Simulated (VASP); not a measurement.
VASP, PAW. Band gap of CsCl (CsCl type) (no spin-orbit coupling). The mesh is coarse and the basis finite, so the quasiparticle values are not converged.

```csv
level,band gap (eV)
HSE06 (PBE cell),6.31
r2SCAN (own cell),5.91
```

### Question
Estimate the band gap from PBE0 (PBE cell), G0W0@PBE (starting cell), B3LYP (PBE cell) and from experiment.

### Answer

| Quantity | Value |
|---|---|
| PBE0 (PBE cell) | 7.01 eV |
| G0W0@PBE (starting cell) | 7.64 eV |
| B3LYP (PBE cell) | 6.65 eV |
| measured | 8.35 eV at 80 K (as given by Wikipedia, Caesium chloride) |

Only levels that ran to the end are used. Left out are those held back, those with too coarse a band path, GW runs whose mesh misses a band edge, hybrids' fits of cells that aren't cubic and levels without matching references; a question may draw on a part of the rest.

The compound is CsCl in the CsCl type structure.
